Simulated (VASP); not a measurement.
Here is a VASP 6.6.1 calculation.

Contents of INCAR:

```
SYSTEM = Li16O7
PREC = Accurate
ENCUT = 520
EDIFF = 1E-6
ISMEAR = -1
SIGMA = 0.01
LREAL = Auto
LASPH = .TRUE.
NELM = 150
ALGO = Normal
ISIF = 2
LWAVE = .FALSE.
LCHARG = .FALSE.
ISPIN = 2
MAGMOM = 0.5 0.5 0.5 0 0.5 0 0 0 0 0 0 0.5 0 0.5 0.5 0.5 0 0 0 0 0 0 0
LORBIT = 11
GGA = PE
NELECT = 89.0
NBANDS = 66
```

The input KPOINTS:

```
Automatic mesh
0
G
  4 4 4
  0 0 0
```

The input POSCAR:

```
Li16O7
1.0
    0.0000000000      4.6100000000      4.6100000000
    4.6100000000      0.0000000000      4.6100000000
    4.6100000000      4.6100000000      0.0000000000
Li O
16 7
Direct
    0.1349291597      0.1349291597      0.1349291597
    0.1349291597      0.1349291597      0.5952125208
    0.1349291597      0.5952125208      0.1349291597
    0.1349116398      0.6216961201      0.6216961201
    0.5952125208      0.1349291597      0.1349291597
    0.6216961201      0.1349116398      0.6216961201
    0.6216961201      0.6216961201      0.1349116398
    0.6216961201      0.6216961201      0.6216961201
    0.3783038799      0.3783038799      0.3783038799
    0.3783038799      0.3783038799      0.8650883602
    0.3783038799      0.8650883602      0.3783038799
    0.4047874792      0.8650708403      0.8650708403
    0.8650883602      0.3783038799      0.3783038799
    0.8650708403      0.4047874792      0.8650708403
    0.8650708403      0.8650708403      0.4047874792
    0.8650708403      0.8650708403      0.8650708403
    0.0000000000      0.0000000000      0.5000000000
    0.0000000000      0.5000000000      0.0000000000
    0.0000000000      0.5000000000      0.5000000000
    0.5000000000      0.0000000000      0.0000000000
    0.5000000000      0.0000000000      0.5000000000
    0.5000000000      0.5000000000      0.0000000000
    0.5000000000      0.5000000000      0.5000000000
```

Potentials or basis: VASP PAW PBE potentials, release 64 (Li_sv, O).

Command:

```console
$ cat potpaw_PBE.64/Li_sv/POTCAR potpaw_PBE.64/O/POTCAR > POTCAR
$ mpirun -np 1 vasp_std > vasp.out
```

Problem. Predict the net moment.

Solution. 1.00 μB per cell.

Problem. Estimate the largest force.

Solution. 0.019 eV/Å.

Problem. What does it give for the band gap on the k mesh?

Solution. 0.33 eV, indirect (least direct gap 1.47 eV).

Forces in eV/Å, atoms in the order of the input:
```
Li  -0.011 -0.011 -0.011
Li   0.011  0.011 -0.011
Li   0.011 -0.011  0.011
Li   0.008 -0.008 -0.008
Li  -0.011  0.011  0.011
Li  -0.008  0.008 -0.008
Li  -0.008 -0.008  0.008
Li   0.008  0.008  0.008
Li  -0.008 -0.008 -0.008
Li   0.008  0.008 -0.008
Li   0.008 -0.008  0.008
Li   0.011 -0.011 -0.011
Li  -0.008  0.008  0.008
Li  -0.011  0.011 -0.011
Li  -0.011 -0.011  0.011
Li   0.011  0.011  0.011
O    0.000  0.000  0.000
O    0.000  0.000  0.000
O    0.000  0.000  0.000
O    0.000  0.000  0.000
O    0.000  0.000  0.000
O    0.000  0.000  0.000
O    0.000  0.000  0.000
```

Caveat: the cell carries a net charge on a neutralising background, which shifts energy and pressure; the cell is charged against a uniform background, so pressure and absolute levels hang on convention.
